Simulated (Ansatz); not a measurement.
# Eigenvalues along a path: O (sc type)

```
CELL_PARAMETERS angstrom
1.63697 0.00000 0.00000
0.00000 1.63697 0.00000
0.00000 0.00000 1.63697
ATOMIC_POSITIONS crystal
O 0.00000 0.00000 0.00000
```

The cell comes from a relaxation on PAW files under the same functional, begun from a prototype that needn't be the stable phase.

Computed with Ansatz 0.2.0; functional PBE, scalar-relativistic. Settings: a Γ-centred 18×18×18 k mesh, Fermi–Dirac smearing of 0.1 eV, no spin polarisation. Methods: LAPW: all electrons, basis error target 1 meV/atom.

This run: volume at 0.55 of the series' base cell.

Path points, in fractions of the reciprocal vectors: Γ (0.000, 0.000, 0.000), X (0.000, 0.500, 0.000), M (0.500, 0.500, 0.000), R (0.500, 0.500, 0.500). The distance column jumps between branches of the path. Levels in eV from the Fermi level; bands 2 to 5, counted from the lowest band of the run. The gap is zero, the pressure 367.7 GPa.

```
# k(1/Å) point b2 b3 b4 b5
0.000 Γ -32.65 1.49 1.49 1.49
0.240 - -32.48 0.66 1.57 1.57
0.480 - -31.97 -1.52 1.80 1.80
0.720 - -31.13 -4.47 2.15 2.15
0.960 - -29.97 -7.72 2.59 2.59
1.199 - -28.54 -10.95 3.04 3.04
1.439 - -26.92 -13.95 3.44 3.44
1.679 - -25.35 -16.36 3.72 3.72
1.919 X -24.58 -17.42 3.82 3.82
2.159 - -24.42 -17.27 3.23 3.89
2.399 - -23.96 -16.81 1.61 4.08
2.639 - -23.20 -16.09 -0.68 4.37
2.879 - -22.15 -15.15 -3.33 4.72
3.119 - -20.84 -14.09 -6.06 5.09
3.359 - -19.32 -13.04 -8.67 5.41
3.598 - -17.79 -12.25 -10.89 5.63
3.838 M -16.97 -11.95 -11.95 5.71
4.178 - -18.56 -11.61 -10.83 5.55
4.517 - -21.53 -10.59 -8.95 5.10
4.856 - -24.61 -8.95 -7.00 4.41
5.195 - -27.37 -6.76 -4.93 3.60
5.535 - -29.63 -4.19 -2.78 2.78
5.874 - -31.29 -1.54 -0.71 2.10
6.213 - -32.31 0.62 0.87 1.65
6.552 Γ -32.65 1.49 1.49 1.49
6.968 - -32.14 0.70 0.70 1.09
7.383 - -30.62 -1.16 -1.16 0.10
7.799 - -28.15 -3.27 -3.27 -1.05
8.214 - -24.84 -5.11 -5.11 -2.09
8.630 - -20.87 -6.44 -6.44 -3.02
9.045 - -16.57 -7.25 -7.25 -4.11
9.461 - -12.44 -7.63 -7.63 -5.82
9.876 R -9.62 -7.74 -7.74 -7.74
10.216 - -11.65 -8.16 -7.43 -6.06
10.555 - -14.52 -9.36 -6.50 -4.05
10.894 - -17.33 -11.09 -5.02 -2.24
11.234 - -19.82 -13.02 -3.06 -0.54
11.573 - -21.85 -14.81 -0.82 1.06
11.912 - -23.35 -16.22 1.41 2.46
12.251 - -24.27 -17.11 3.15 3.46
12.591 X -24.58 -17.42 3.82 3.82
15.305 R -9.62 -7.74 -7.74 -7.74
15.545 - -10.77 -7.95 -7.95 -6.41
15.784 - -12.32 -8.51 -8.51 -4.31
16.024 - -13.71 -9.28 -9.28 -2.06
16.264 - -14.87 -10.11 -10.11 0.19
16.504 - -15.78 -10.86 -10.86 2.30
16.744 - -16.44 -11.45 -11.45 4.08
16.984 - -16.83 -11.82 -11.82 5.28
17.224 M -16.97 -11.95 -11.95 5.71
```
